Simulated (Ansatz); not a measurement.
## Two Ansatz runs on Sb

The geometry is COD entry 9013010, unchecked; take it as a test cell.

First run: DFT, PBE, PAW with Ansatz's default frozen-core files, scalar-relativistic (Ansatz 0.2.0).

Command: `ansatz run input.yaml --threads 1 --pin off --max-ram 2048MiB --backend cpu --events-out ev --progress --plain --runs-dir out` The run took 8.3 s on 1 thread of Intel(R) Xeon(R) 6975P-C (Granite Rapids), with other jobs on the host, peak memory 0.69 GiB.

```yaml
crystal:
  lattice:
    - [-1.505, 1.505, 2.48]
    - [1.505, -1.505, 2.48]
    - [1.505, 1.505, -2.48]
  atoms:
    - { symbol: Sb, position: [0.0, 0.0, 0.0] }
kpoints:
  mp_grid: { grid: [19, 19, 19] }
scf:
  occupations: { method: fermi_dirac, width: 0.05 }
hamiltonian:
  xc: pbe
  pseudopotentials: { kind: paw }
output:
  forces: true
  stress: true
  eigenvalues: true
  efg: { contact_densities: true }
basis:
  ecutwfc: 800
```

Result: converged; pressure 19.24 GPa; 6 SCF iterations.

No spin–orbit coupling, which matters for the heavy atoms here.

A second run of a changed input logged this at its end:

```
Error: inconsistent input (magnetization.spin_polarized): false but per-atom `spin:`, `per_species`, `initial_magnetization`, `magnetic_field`, or `spin_locking` is set
```

What was wrong with the input?

A moment without spin polarisation, by this change (others could give a like log):
```diff
@@ -5,9 +5,10 @@
     - [1.505, 1.505, -2.48]
   atoms:
-    - { symbol: Sb, position: [0.0, 0.0, 0.0] }
+    - { symbol: Sb, position: [0.0, 0.0, 0.0], spin: 2.0 }
 kpoints:
   mp_grid: { grid: [19, 19, 19] }
 scf:
   occupations: { method: fermi_dirac, width: 0.05 }
+  max_iter: 50
 hamiltonian:
   xc: pbe
```
